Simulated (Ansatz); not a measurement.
# In2Se2 bilayer (AA') in a perpendicular field

Aim: how the In2Se2 bilayer (AA') screens a field along its normal, and what the field does to its bands. A positive field points along +c.

Method: plane-wave DFT, PBE-D3(BJ), Ansatz PAW, in Ansatz 0.2.0.

Most raw output is cut from this account.

### Step 1. Set-up

The cell holds 8 atoms: 4 Se and 4 In. Its edges and angles: a = 4.134 Å, b = 4.134 Å, c = 57.786 Å, α = 90.0°, β = 90.0°, γ = 120.0°. Regions: layer 1: In2Se2, 4 atoms (2 Se and 2 In); layer 2: In2Se2, 4 atoms (2 Se and 2 In). Vacuum lies along c.

### Step 2. Relaxing the slab

The starting cell is a guess, so the in-plane lattice and the atoms are relaxed first, with the slab cut off from its images along the normal.

The input, input.yaml:

```yaml
crystal:
  lattice:
    - [4.134, 0.0, 0.0]
    - [-2.067, 3.5801490192, 0.0]
    - [0.0, 0.0, 57.7858189278]
  atoms:
    - { symbol: Se, position: [0.3333333333, 0.6666666667, 0.3841773018] }
    - { symbol: In, position: [0.0, 0.0, 0.4041035528] }
    - { symbol: In, position: [0.0, 0.0, 0.453250559] }
    - { symbol: Se, position: [0.3333333333, 0.6666666667, 0.47317681] }
    - { symbol: Se, position: [0.0, 0.0, 0.52682319] }
    - { symbol: In, position: [0.3333333333, 0.6666666667, 0.546749441] }
    - { symbol: In, position: [0.3333333333, 0.6666666667, 0.5958964472] }
    - { symbol: Se, position: [0.0, 0.0, 0.6158226982] }
  periodic: [true, true, false]
kpoints:
  mp_grid: { grid: [12, 12, 1] }
hamiltonian:
  xc: pbe
  dispersion: d3bj
scf:
  occupations: { method: fermi_dirac, width: 0.05 }
  convergence: { dr2_threshold: 1.0e-09 }
relax:
  f_tol: 0.004
  max_steps: 90
  cell: {}
output:
  write_potential: true
  write_density: true
  volumetric_format: npy
```

On the command line:

```console
ansatz run input.yaml --threads 4 --pin off --max-ram 8192MiB --backend cpu --events-out ev --progress --plain --runs-dir out
```

Run time: 97 s. Hardware: 4 threads of Intel Xeon Platinum 8488C (Sapphire Rapids), shared host; peak memory 2.2 GiB; 6.3 min of CPU time.

The steps of the relaxation:

| step | energy less that of the first step (eV) | largest force component (eV/Å) | volume (Å³) |
| --- | --- | --- | --- |
| 1 | 0.0000 | 0.6258 | 855.25 |
| 2 | 0.1109 | 1.4467 | 820.14 |
| 3 | -0.1294 | 0.0710 | 835.97 |
| 4 | -0.1502 | 0.1109 | 820.10 |
| 5 | -0.1548 | 0.0042 | 812.67 |
| 6 | -0.1548 | 0.0029 | 812.47 |
| 7* | -0.1526 | 0.0031 | 812.47 |

Relaxation steps marked * repeat the geometry before them on a plane-wave basis chosen anew for their cell, so energy and pressure can jump there. Relaxation step 2 was tried and not accepted.

Forces are held to the 12 operations that the run works with; a distortion that breaks them can't arise in this run.

| cell as run | before | after | change |
| --- | --- | --- | --- |
| a (Å) | 4.134 | 4.029 | -2.5 % |
| b (Å) | 4.134 | 4.029 | -2.5 % |

The atoms that moved most (Å, along periodic axes as changes of fractional coordinates times the final cell, across vacuum about the mean position):

| atom | dx | dy | dz | length |
| --- | --- | --- | --- | --- |
| Se1 | 0.000 | 0.000 | -0.197 | 0.197 |
| Se8 | 0.000 | 0.000 | 0.197 | 0.197 |
| In3 | 0.000 | 0.000 | -0.101 | 0.101 |
| In6 | 0.000 | 0.000 | 0.101 | 0.101 |
| In7 | 0.000 | 0.000 | 0.055 | 0.055 |
| In2 | 0.000 | 0.000 | -0.055 | 0.055 |
| Se5 | 0.000 | 0.000 | -0.036 | 0.036 |
| Se4 | 0.000 | 0.000 | 0.036 | 0.036 |

The lattice constant a goes from 4.134 to 4.029 Å.

### Step 3. Atoms held, field 0, start network

A sawtooth potential applies the field, turning back in the middle of the vacuum. With the dipole correction the typed value is the field outside the slab. The induced dipole is small, so the SCF threshold is tight.

The cell differs from the one that the last finished run ended in (c 57.786 → 31.780 Å).

The input, input.yaml:

```yaml
crystal:
  lattice:
    - [4.0292789442, 0.0, 0.0]
    - [-2.0146394721, 3.4894579246, 0.0]
    - [0.0, 0.0, 31.779974748]
  atoms:
    - { symbol: Se, position: [0.3333333333, 0.6666666667, 0.2831972043] }
    - { symbol: In, position: [0.0, 0.0, 0.3238885628] }
    - { symbol: In, position: [0.0, 0.0, 0.4118096875] }
    - { symbol: Se, position: [0.3333333333, 0.6666666667, 0.4523734767] }
    - { symbol: Se, position: [0.0, 0.0, 0.5476265233] }
    - { symbol: In, position: [0.3333333333, 0.6666666667, 0.5881903125] }
    - { symbol: In, position: [0.3333333333, 0.6666666667, 0.6761114372] }
    - { symbol: Se, position: [0.0, 0.0, 0.7168027957] }
kpoints:
  mp_grid: { grid: [12, 12, 1] }
  band_path:
    path: [[0, 0, 0], [0.5, 0, 0], [0.33333333, 0.33333333, 0], [0, 0, 0]]
    npoints: 16
hamiltonian:
  xc: pbe
  dispersion: d3bj
scf:
  occupations: { method: fermi_dirac, width: 0.02585 }
  convergence: { dr2_threshold: 1.0e-10 }
efield:
  axis: 3
  dipole_correction: true
  ramp_position: 0.97
  ramp_width: 0.06
  amplitude: 0
output:
  dos: { projected: true, e_range: [-6, 5] }
  write_potential: true
  write_density: true
  volumetric_format: npy
  elf: true
```

It took 25 s on 4 threads; peak memory 1.8 GiB; 96 s of CPU time.

Numbers from this step:

- gap on the k-mesh: 1.083 eV
- dipole along the normal: 4.95e-7 e·Å
- gap along the path: 1.077 eV
- smallest direct gap along the path: 1.139 eV
- ionisation energy, upper face: 5.661 eV
- electron affinity, upper face: 4.584 eV
- gap, the smaller of path and mesh: 1.077 eV

Running mean over a fixed 2.5 Å (it still follows the layers) of the planar mean; the ramp of the sawtooth is left out. Electron's electrostatic potential energy less the Fermi level against z:

| z (Å) | electron's electrostatic potential energy less the Fermi level (eV) |
| --- | --- |
| 3.5 | 5.09 |
| 4.0 | 5.09 |
| 4.5 | 5.09 |
| 5.0 | 5.09 |
| 5.5 | 5.09 |
| 6.0 | 5.06 |
| 6.5 | 4.96 |
| 7.0 | 4.51 |
| 7.5 | 3.33 |
| 8.0 | 1.74 |
| 8.5 | -0.367 |
| 9.0 | -2.74 |
| 9.5 | -4.60 |
| 10.0 | -4.85 |
| 10.5 | -3.93 |
| 11.0 | -2.57 |
| 11.5 | -1.79 |
| 12.0 | -1.90 |
| 12.5 | -2.92 |
| 13.0 | -4.23 |
| 13.5 | -4.98 |
| 14.0 | -4.33 |
| 14.5 | -2.25 |
| 15.0 | 0.0115 |
| 15.5 | 1.38 |
| 16.0 | 1.60 |
| 16.5 | 0.963 |
| 17.0 | -0.957 |
| 17.5 | -3.25 |
| 18.0 | -4.84 |
| 18.5 | -4.76 |
| 19.0 | -3.71 |
| 19.5 | -2.35 |
| 20.0 | -1.75 |
| 20.5 | -2.01 |
| 21.0 | -3.19 |
| 21.5 | -4.41 |
| 22.0 | -4.94 |
| 22.5 | -3.94 |
| 23.0 | -1.70 |
| 23.5 | 0.639 |
| 24.0 | 2.48 |
| 24.5 | 3.91 |
| 25.0 | 4.80 |
| 25.5 | 5.03 |
| 26.0 | 5.08 |
| 26.5 | 5.09 |
| 27.0 | 5.09 |
| 27.5 | 5.09 |
| 28.0 | 5.09 |
| 28.5 | 5.09 |

The density of states has structure finer than the step of the table below, so its rows give means over 0.25 eV, whole bins alone (the curve runs from -6 to 2.49 eV). Peaks (eV: height): -4.180: 11.0, -3.600: 10.7, -2.660: 11.6, -2.310: 14.7, -2.110: 16.8, -1.040: 14.1, 1.860: 14.7.

The density of states by energy, zero at the Fermi level of the run, which the smearing sets inside the gap; means over each step:

energy (eV), density of states (states/eV a cell) and a bar:
```
    -5.75        0.7 ##
    -5.50        5.7 ##############
    -5.25        2.4 ######
    -5.00        1.7 ####
    -4.75        1.4 ###
    -4.50        1.3 ###
    -4.25        2.5 ######
    -4.00        1.0 ###
    -3.75        4.7 ############
    -3.50        5.1 #############
    -3.25        5.4 ##############
    -3.00        5.3 #############
    -2.75        9.2 #######################
    -2.50        8.2 #####################
    -2.25       11.9 ##############################
    -2.00        7.8 ####################
    -1.75        7.2 ##################
    -1.50        5.9 ###############
    -1.25        3.3 ########
    -1.00        3.7 #########
    -0.75        1.1 ###
    -0.50        0.7 ##
    -0.25        0.0 
     0.00        0.0 
     0.25        0.0 
     0.50        0.0 
     0.75        0.1 
     1.00        0.2 
     1.25        1.4 ###
     1.50        3.7 #########
     1.75       10.0 #########################
     2.00        8.5 #####################
     2.25        4.9 ############
```

Projected DOS per atom over height of the atomic layer and energy from the Fermi level. Layers: Se In In Se Se In In Se from below.

Ten even steps from '_' (0.00 states/eV) to '@' (2.31 states/eV), each cell a mean:
```
..::::....::::..
--++++----++++--
::----::::----::
________________
________________
________________
________________
________________
______....______
::....::::....::
==::..====..::==
**..::****::..**
@@::::@@@@::::@@
##::..****..::##
--....----....--
--::::====::::--
..__..::::..__..
..____....____..
________________
..____....____..
::::::::::::::::
________________
```
Columns: height of the atomic layer (Å) from 9 to 22.8 (not evenly spaced); rows upwards: energy from the Fermi level (eV) from -5.96 to 2.5.

The electronic bands at the labelled points (eV, zero at the Fermi level of the run, which the smearing sets inside the gap):

| point | band 55 | band 56 | band 57 | band 58 | band 59 | band 60 | band 61 | band 62 |
| --- | --- | --- | --- | --- | --- | --- | --- | --- |
| Γ | -1.31 | -1.25 | -1.25 | -0.63 | 0.51 | 1.20 | 1.96 | 1.98 |
| halfway | -1.84 | -1.74 | -1.05 | -0.86 | 1.80 | 1.83 | 1.96 | 2.21 |
| M | -2.27 | -2.16 | -2.00 | -1.67 | 1.19 | 1.24 | 1.60 | 1.62 |
| halfway | -2.35 | -2.22 | -1.92 | -1.67 | 1.70 | 1.74 | 1.83 | 2.11 |
| K | -2.29 | -2.29 | -1.84 | -1.84 | 1.50 | 1.80 | 2.19 | 2.19 |
| halfway | -2.23 | -2.16 | -1.04 | -0.98 | 2.05 | 2.18 | 2.37 | 2.53 |
| Γ | -1.31 | -1.25 | -1.25 | -0.63 | 0.51 | 1.20 | 1.96 | 1.98 |

Valence density in the ca plane at fractional y = 0.667, with atoms of Se and In within 0.2 Å of it. It is the smooth field of the valence electrons, not physical close to the nuclei.

Ten steps, logarithmic in the rise over the least value, from '0' (0 e/Å³) to '9' (29 e/Å³), each cell a mean:
```
00000000000000000000000110000001110000000011
00000000000000000000000111000001100000000011
00000000000000000000000110000001100000000011
00000000000000000001111100000000111110000001
00000000000000000012221100000000112221000000
00000000000000000124652100000000125642100000
00000000000000000137984210000000148973100000
00000000000000000137984210000000148983100000
00000000000000000124653100000000135652100000
00000000000000000012222100000000122221000000
00000000000000000001111100000000111110000001
```
Columns run along c (16.0 Å, from fractional 0.05 to 0.56 of the cell), rows up along a (4.0 Å). Atoms in or near the plane, at fractional coordinates: Se at (0.28, 0.33), Se at (0.45, 0.33).

ELF in the ca plane at fractional y = 0.667, with atoms of Se and In within 0.2 Å of it. It is the smooth field of the valence electrons, not physical close to the nuclei.

Ten even steps from '0' (0.00) to '9' (0.86), each cell a mean:
```
00000000000000000112332222344322223321002677
00000000000000000000112223355432221100003777
00000000000000000012232222344322223221002677
00000000000000012466765322233222356765201356
00000000000000136889888632111123688888610133
00000000000001358999778752000024788789840012
00000000000001469997347752000025774369961001
00000000000001469996237752000025774269961001
00000000000001368998778752000025787789940011
00000000000000246899988642111123688998610123
00000000000000013567775322222222357776201356
```
Columns run along c (16.0 Å, from fractional 0.05 to 0.56 of the cell), rows up along a (4.0 Å). Atoms in or near the plane, at fractional coordinates: Se at (0.28, 0.33), Se at (0.45, 0.33).

Electrostatic potential energy in the ca plane at fractional y = 0.667, with atoms of Se and In within 0.2 Å of it. With pseudopotentials it is smooth inside the atoms' cores, unlike the true potential.

Ten even steps from '0' (-17 eV) to '9' (7 eV), each cell a mean:
```
99999999999999999999887667888876678899999987
99999999999999999999887656788765578899999877
99999999999999999999887666788876678899999887
99999999999999999998777777888877777789999988
99999999999999999974236788899888763247999998
99999999999999999830101689999998710102799998
99999999999999999702430589999998503420699987
99999999999999999602530489999998503530699987
99999999999999999720101689999998610102799998
99999999999999999973125788899888752136899998
99999999999999999988777777888887777788999988
```
Columns run along c (16.0 Å, from fractional 0.05 to 0.56 of the cell; values clipped at the 3rd and 97th percentile), rows up along a (4.0 Å). Atoms in or near the plane, at fractional coordinates: Se at (0.28, 0.33), Se at (0.45, 0.33).

The gap is 1.08 eV, with the valence edge 5.66 eV and the conduction edge 4.58 eV under the upper vacuum level.

### Step 4. Atoms held, field 0.05 V/Å

Edit input.yaml of step 3 so:

```diff
@@ -30,5 +30,4 @@
   ramp_width: 0.06
-  amplitude: 0
+  amplitude: 0.05
 output:
-  dos: { projected: true, e_range: [-6, 5] }
   write_potential: true
@@ -36,2 +35 @@
   volumetric_format: npy
-  elf: true
```

The job ended after 25 s (4 threads; peak memory 1.6 GiB).

The dipole is 0.0569 e·Å, and the gap 1.076 eV.

### Step 5. Atoms held, field -0.05 V/Å

Edit input.yaml of step 4 so:

```diff
@@ -30,3 +30,3 @@
   ramp_width: 0.06
-  amplitude: 0.05
+  amplitude: -0.05
 output:
```

Wall time 25 s (4 threads); peak memory 1.6 GiB; 98 s of CPU time.

The dipole is -0.0569 e·Å, and the gap 1.076 eV.

### Step 6. Single point, field 0.1 V/Å

Edit input.yaml of step 5 so:

```diff
@@ -28,5 +28,5 @@
   dipole_correction: true
-  ramp_position: 0.97
-  ramp_width: 0.06
-  amplitude: -0.05
+  ramp_position: 0.9654
+  ramp_width: 0.0692
+  amplitude: 0.1
 output:
```

Run time: 26 s. Hardware: 4 threads; peak memory 1.6 GiB; 1.7 min of CPU time.

The dipole is 0.114 e·Å, and the gap 1.070 eV.

### Step 7. Single point, field -0.1 V/Å

Edit input.yaml of step 6 so:

```diff
@@ -30,3 +30,3 @@
   ramp_width: 0.0692
-  amplitude: 0.1
+  amplitude: -0.1
 output:
```

The job ended after 26 s (4 threads; peak memory 1.5 GiB; 1.7 min of CPU time).

The dipole is -0.114 e·Å, and the gap 1.070 eV.

### Step 8. Atoms held, field 0.2 V/Å

Edit input.yaml of step 7 so:

```diff
@@ -30,3 +30,3 @@
   ramp_width: 0.0692
-  amplitude: -0.1
+  amplitude: 0.2
 output:
```

The job ended after 26 s (4 threads; peak memory 1.6 GiB; 1.7 min of CPU time).

The dipole is 0.228 e·Å, and the gap 1.050 eV.

### Step 9. Atoms held, field -0.2 V/Å

Edit input.yaml of step 8 so:

```diff
@@ -30,3 +30,3 @@
   ramp_width: 0.0692
-  amplitude: 0.2
+  amplitude: -0.2
 output:
```

The job ended after 26 s (4 threads; peak memory 1.6 GiB; 1.7 min of CPU time).

The dipole is -0.228 e·Å, and the gap 1.050 eV.

### Step 10. Single point, field 0.3 V/Å

Edit input.yaml of step 9 so:

```diff
@@ -28,5 +28,5 @@
   dipole_correction: true
-  ramp_position: 0.9654
-  ramp_width: 0.0692
-  amplitude: -0.2
+  ramp_position: 0.9631
+  ramp_width: 0.0737
+  amplitude: 0.3
 output:
```

Elapsed: 26 s, on 4 threads; peak memory 1.6 GiB; 1.7 min of CPU time.

The dipole is 0.342 e·Å, and the gap 1.018 eV.

### Step 11. Single point, field -0.3 V/Å

Edit input.yaml of step 10 so:

```diff
@@ -30,3 +30,3 @@
   ramp_width: 0.0737
-  amplitude: 0.3
+  amplitude: -0.3
 output:
```

Elapsed: 27 s, on 4 threads; peak memory 1.6 GiB; 1.8 min of CPU time.

The dipole is -0.342 e·Å, and the gap 1.018 eV.

### Step 12. Atoms held, field 0.4 V/Å

Edit input.yaml of step 11 so:

```diff
@@ -28,5 +28,5 @@
   dipole_correction: true
-  ramp_position: 0.9631
-  ramp_width: 0.0737
-  amplitude: -0.3
+  ramp_position: 0.9339
+  ramp_width: 0.1322
+  amplitude: 0.4
 output:
```

It took 26 s on 4 threads; peak memory 1.5 GiB; 1.7 min of CPU time.

The dipole is 0.456 e·Å, and the gap 0.977 eV.

[end of part 1 of 2]

[Logs are printed without paths, hosts, clocks, repeated set-up lines and the standing remarks that a program may print on its own settings, such as how far it seeks lower states.]

[Hosts, paths, dates, database ids (printed as entryN), source tags and the programs' standing remarks are cut or masked in the printed files.]

[Maps of the electrostatic potential energy from Ansatz leave out the sawtooth potential of an applied field or a dipole correction, so their vacuum need not be flat; planar profiles and work functions include it.]

[The density of states shown here was stored with 400 of the rows of the run's finer table, so its peaks can read low, often by over a quarter, or be missed, and its means over a window can be off by a tenth or more.]
